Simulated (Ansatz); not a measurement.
**TiC under changes of volume**

One of the cells (10.158 Å³/atom); the others are scaled copies at fixed shape and fractional positions:

```
Ti C
1.0
     0.00000    2.16572    2.16572
     2.16572    0.00000    2.16572
     2.16572    2.16572    0.00000
Ti C
1 1
Cartesian
  0.0000 0.0000 0.0000
  2.1657 2.1657 2.1657
```

The cell is a database's computed one.

```yaml
Program: Ansatz 0.2.0
Functional: PBE
Potentials_or_basis: all-electron LAPW, scalar-relativistic
Cutoff: 338 eV (chosen from the basis error)
Basis_error_allowed: 0.0005 eV/atom
k_mesh: 11 × 11 × 11
Occupations: fermi-dirac, width 0.05 eV
Spin: no spin polarisation
```

```tsv
volume (Å³/atom)	energy over the lowest point (meV/atom)	pressure (GPa)
9.548	32.87	17.9
9.752	?	?
9.955	3.63	5.6
10.158	0.00	0.3
10.361	2.77	-4.5
10.564	11.32	-8.9
10.767	25.11	-12.8
```

Task: What does the run at 9.752 Å³/atom give?

Result: Energy over the lowest point 14.34 meV/atom; pressure 11.4 GPa.

Worked out: A Birch-Murnaghan fit of order 3 (a polynomial in V^(-2/3)) to the other rows has its minimum at 10.17 Å³/atom with B0 = V·E''(V) = 251 GPa and B' = 3.9. It gives 14.30 meV/atom at 9.752 Å³/atom, against the run's 14.34, and -dE/dV = 11.4 GPa, against 11.4.

Energies are extrapolated to zero smearing.
